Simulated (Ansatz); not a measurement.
# TiAl under changes of volume

One of the cells (16.065 Å³/atom); the others are scaled copies at fixed shape and fractional positions:

```
CELL_PARAMETERS angstrom
3.17906 0.00000 0.00000
0.00000 3.17906 0.00000
0.00000 0.00000 3.17906
ATOMIC_POSITIONS crystal
Ti 0.00000 0.00000 0.00000
Al 0.50000 0.50000 0.50000
```

The cell comes from a database or a generator and needn't be the stable form of this composition.

```yaml
Program: Ansatz 0.2.0
Functional: HSE06
Potentials_or_basis: Ansatz PAW
Cutoff: "420 eV (not typed: the program's choice for these potentials)"
k_mesh: 6 × 6 × 6
Occupations: fermi-dirac, width 0.05 eV
Spin: no spin polarisation
```

```csv
volume (Å³/atom),energy over the lowest point (meV/atom),pressure (GPa)
15.101,?,?
15.422,3.41,3.1
15.743,0.00,0.4
16.065,1.73,-2.0
16.386,8.08,-4.2
16.707,18.66,-6.2
17.028,33.02,-8.0
```

Task: What does the run at 15.101 Å³/atom give?

Result: Energy over the lowest point 12.51 meV/atom; pressure 6.1 GPa.

Worked out: A Birch-Murnaghan fit of order 3 (a polynomial in V^(-2/3)) to the other rows has its minimum at 15.79 Å³/atom with B0 = V·E''(V) = 124 GPa and B' = 3.9. It gives 12.48 meV/atom at 15.101 Å³/atom, against the run's 12.51, and -dE/dV = 6.0 GPa, against 6.1.

Energies are extrapolated to zero smearing.

Caveats: the PAW data sets come from PBE, with cores solved anew for the run's functional, which leaves a small shift of forces and pressure; the thresholds are loose for stress.
